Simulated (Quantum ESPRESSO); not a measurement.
**MoS2 under changes of volume**

One of the cells (17.728 Å³/atom); the others are scaled copies at fixed shape and fractional positions:

```
Mo S
1.0
     1.58000    0.91221    6.15000
    -1.58000    0.91221    6.15000
     0.00000   -1.82443    6.15000
Mo S
1 2
Cartesian
  0.0000 0.0000 0.0000
  0.0000 0.0000 7.6936
  0.0000 0.0000 4.6125
```

Measurements of this composition are mostly on another form, of space group No. 194.

```yaml
Program: Quantum ESPRESSO 7.5
Functional: LDA
Potentials_or_basis: GBRV 1.5 LDA
Cutoff: 612 eV
Density_cutoff: 4898 eV
k_mesh: 10 × 10 × 10
Occupations: fermi-dirac, width 0.05 eV
Spin: no spin polarisation
```

```tsv
volume (Å³/atom)	energy over the lowest point (meV/atom)	pressure (GPa)	gap on the mesh (eV)	largest force (eV/Å)
16.664	19.58	8.2	0.82	1.226
17.019	?	?	?	?
17.373	0.00	0.6	0.86	0.437
17.728	1.90	-2.6	0.88	0.087
18.083	10.53	-5.5	0.90	0.318
18.437	25.20	-8.0	0.91	0.616
18.792	45.26	-10.4	0.92	0.892
```

What does the run at 17.019 Å³/atom give?

Energy over the lowest point 5.61 meV/atom; pressure 4.2 GPa; gap on the mesh 0.84 eV; largest force 0.816 eV/Å.

Worked out: A Birch-Murnaghan fit of order 3 (a polynomial in V^(-2/3)) to the other rows has its minimum at 17.46 Å³/atom with B0 = V·E''(V) = 163 GPa and B' = 4.4 at fixed shape and positions, which overstates the stiffness. It gives 5.59 meV/atom at 17.019 Å³/atom, against the run's 5.61, and -dE/dV = 4.4 GPa, against 4.2. A straight line through the other rows of the gap, of slope 0.851 eV per unit of ln V, gives 0.84 eV, against the run's 0.84.

Energies are extrapolated to zero smearing.

Caveats: forces of over 1 eV/Å show positions far from the minimum, so gaps and moduli don't describe the material at rest (some runs).

A mesh can miss the band edges. Spin-orbit coupling on Mo is left out.
